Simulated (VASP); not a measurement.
Here is a VASP 6.6.1 calculation.

File INCAR:

```
SYSTEM = Hf
PREC = Accurate
ENCUT = 520
EDIFF = 1E-6
ISMEAR = 0
SIGMA = 0.1
LREAL = .False.
LASPH = .True.
NELM = 100
ALGO = Normal
ISIF = 2
LWAVE = .False.
LCHARG = .True.
GGA = PS
LELF = .True.
LVHAR = .True.
NBANDS = 11
```

The input KPOINTS:

```
Automatic mesh
0
Gamma
  16 16 16
  0 0 0
```

The input POSCAR:

```
Hf
1.0
    0.0000000000      2.1365087124      2.1365087124
    2.1365087124      0.0000000000      2.1365087124
    2.1365087124      2.1365087124      0.0000000000
Hf
1
Direct
    0.0000000000      0.0000000000      0.0000000000
```

Potentials or basis: VASP PAW PBE potentials, release 64 (Hf_pv).

The run is started by

```console
$ cat potpaw_PBE.64/Hf_pv/POTCAR > POTCAR
$ mpirun -np 1 vasp_std > vasp.out
```

**Question.** What does it give for the pressure?

**Answer.** 12.4 GPa.

**Question.** Estimate the band gap on the k mesh.

**Answer.** None (metal or under the smearing width).

Caveat: the PAW data sets were made with another functional, which shifts forces and pressure a little. Spin-orbit coupling is left out, which matters for the levels of Hf.
